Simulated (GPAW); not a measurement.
Runs of GPAW 26.7.0 on WS2 (Tungstenite). Symmetry: P6_3/mmc, No. 194, hexagonal system. Conventional cell: a = 3.180 Å, b = 3.180 Å, c = 12.500 Å, α = 90.00°, β = 90.00°, γ = 120.00°. W (site symmetry -6m2) is surrounded by 6 S at 2.41 Å. S (site symmetry 3m) has 3 W at 2.41 Å as nearest neighbours. 

| task | level | potentials or basis | cell | k mesh | cutoff (eV) | smearing | eigensolver | optimizer | fmax | max steps | eps inf used | mesh quality | gap on the mesh (eV) | pressure (GPa) | relaxed volume (Å³/atom) | largest force (eV/Å) |
| --- | --- | --- | --- | --- | --- | --- | --- | --- | --- | --- | --- | --- | --- | --- | --- | --- |
| relaxation of cell and atoms | BLYP | PAW data sets generated in the run's folder for this functional, pw | relaxed | 6 × 6 × 2 | 600 | fermi-dirac 0.05 eV | davidson | BFGS | 0.02 eV/Å | 40 | - | coarse | (b) | 0.1 | 26.62 | 0.01 |
| one-shot levels on a semilocal density | r2SCAN | GPAW PAW data sets (gpaw-data 1.2.1), pw | P6_3/mmc, 18.24 Å³/atom | 5 × 5 × 1 | 500 | fermi-dirac 0.001 eV | - | - | - | - | 9.819 | coarse | 1.23 | - | - | - |
| dielectric tensor | LDA | the program's PAW data sets (release 1.2.1) made for this functional, pw | P6_3/mmc, 18.97 Å³/atom | 8 × 8 × 2 | 400 | fermi-dirac 0.001 eV | - | - | - | - | - | not flagged | 1.13 | - | - | - |
| relaxation of cell and atoms | revPBE+D4 | the program's PAW data sets (release 1.2.1) made for this functional, pw | relaxed | 6 × 6 × 2 | 600 | fermi-dirac 0.05 eV | - | LBFGS | 0.05 eV/Å | 40 | - | coarse | 0.77 | 0.1 | (c) | 0.02 |
| dielectric tensor | LDA | the program's PAW data sets (release 1.2.1) made for this functional, pw | P6_3/mmc, 18.61 Å³/atom | 8 × 8 × 2 | 400 | fermi-dirac 0.001 eV | - | - | - | - | - | not flagged | 1.12 | - | - | - |
| dielectric tensor | LDA | the program's PAW data sets (release 1.2.1) made for this functional, pw | P6_3/mmc, 17.15 Å³/atom | 8 × 8 × 2 | 400 | fermi-dirac 0.001 eV | - | - | - | - | - | not flagged | (a) | - | - | - |

Alike in all rows: no spin polarisation.

Fill in the values left out.

(a) 1.06; (b) 1.40; (c) 16.86.

Caveats: some runs use coarse meshes; spin-orbit coupling is left out, which moves the levels of the heavy elements; an odd mesh through Γ misses points on the zone boundary, where band edges often lie (some runs); the long-wavelength limit can be off by several per cent where d states take part (some runs); later steps reuse the first step's grids (some runs); the volume moved by over 15 % at a fixed basis, so the end points are rough (some runs); this functional lacks dispersion, which binds the layers, so the pressure and a relaxed spacing across them are unreliable, and here the layers came unbound (some runs); the volume moved by +46 % from the deposited cell, more than functionals usually miss (some runs).

A k mesh can miss the band edges, and the runs leave out spin-orbit coupling on W.

Runs at the PBE level aren't shown here.
